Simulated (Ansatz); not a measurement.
# BaTe: the cost of one run

Method: DFT PBE, scalar-relativistic, plane waves, PAW, in Ansatz 0.2.0.

1 further run of the same task is left out (set aside as unsound or not needed).

## 1. The starting structure

It takes space group P-6m2 (No. 187, hexagonal). The conventional cell has a = 4.808 Å, b = 4.808 Å, c = 4.410 Å, α = 90.00°, β = 90.00°, γ = 120.00°. Around Ba (site symmetry -6m2) lie 6 Te at 3.55 Å. Te (site symmetry -6m2) has 6 Ba at 3.55 Å as nearest neighbours.

Structure file:

```xyz
2
Lattice="4.8079 0.0000 0.0000 -2.4039 4.1638 0.0000 0.0000 0.0000 4.4100" Properties=species:S:1:pos:R:3 pbc="T T T"
Ba    0.0000    2.7758    0.0000
Te    2.4039    1.3879    2.2050
```

It is the end of an earlier relaxation with the same method, from a generated guess; it is a trial structure. At a tolerance of 0.02 Å it has space group P-6m2 (No. 187); it has 44.14 Å³/atom, an uncorrected energy of -1.70 eV/atom over the elements and, on its mesh, gap 1.52 eV.

## 2. Volume × 0.97

input.yaml

```yaml
crystal:
  lattice:
    - [4.7593308058, 0.0, 0.0]
    - [-2.3796654029, 4.1217013829, 0.0]
    - [0.0, 0.0, 4.3654146829]
  atoms:
    - { symbol: Ba, position: [0.3333333333, 0.6666666667, 0.0] }
    - { symbol: Te, position: [0.6666666667, 0.3333333333, 0.5] }
basis:
  ecutwfc: 420
kpoints:
  mp_grid: { grid: [6, 6, 6] }
hamiltonian:
  xc: pbe
scf:
  occupations: { method: gaussian, width: 0.02 }
output:
  forces: true
  stress: true
  eigenvalues: true
relax:
  adjacent_minimum: "off"
  f_tol: 0.01
  max_steps: 30
  cell: { stress_tol: 0.1, fix: [volume] }
```

The run is started by

```sh
$ ansatz run input.yaml --threads 1 --pin off --max-ram 2560MiB --backend cpu --events-out ev --progress --plain --runs-dir out
```

**Question.** How long does this run take on 1 thread of Intel Xeon 6975P-C (Granite Rapids), shared host, and how much memory does it need?

About 7.7 s, with a peak of 0.45 GiB.
